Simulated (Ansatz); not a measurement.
Crystal: NiSb (Breithauptite).

```
Sb Ni
1.0
     3.92800    0.00000    0.00000
    -1.96400    3.40175    0.00000
     0.00000    0.00000    5.12000
Sb Ni
2 2
Direct
  0.66667 0.33333 0.75000
  0.33333 0.66667 0.25000
  0.00000 0.00000 0.50000
  0.00000 0.00000 0.00000
```

Program: Ansatz 0.2.0. Alike in all runs: task single point; level PBEsol; potentials or basis Ansatz PAW; cell as given; cutoff (eV) 420; smearing fermi-dirac 0.05 eV. Hardware: 2 threads of AMD EPYC 7R43 64-Core Processor (Zen 3), on a shared host.

**Question.** Order these runs on this cell by their wall time, lowest first.
A. spin off; k mesh 8 × 8 × 5
B. spin collinear, ferromagnetic start; k mesh 8 × 8 × 5
C. spin non-collinear, random start; k mesh 6 × 6 × 4

**Answer.** A (5.3 s), B (13 s), C (50 s).

Caveats: the starting moments weren't kept (some runs).
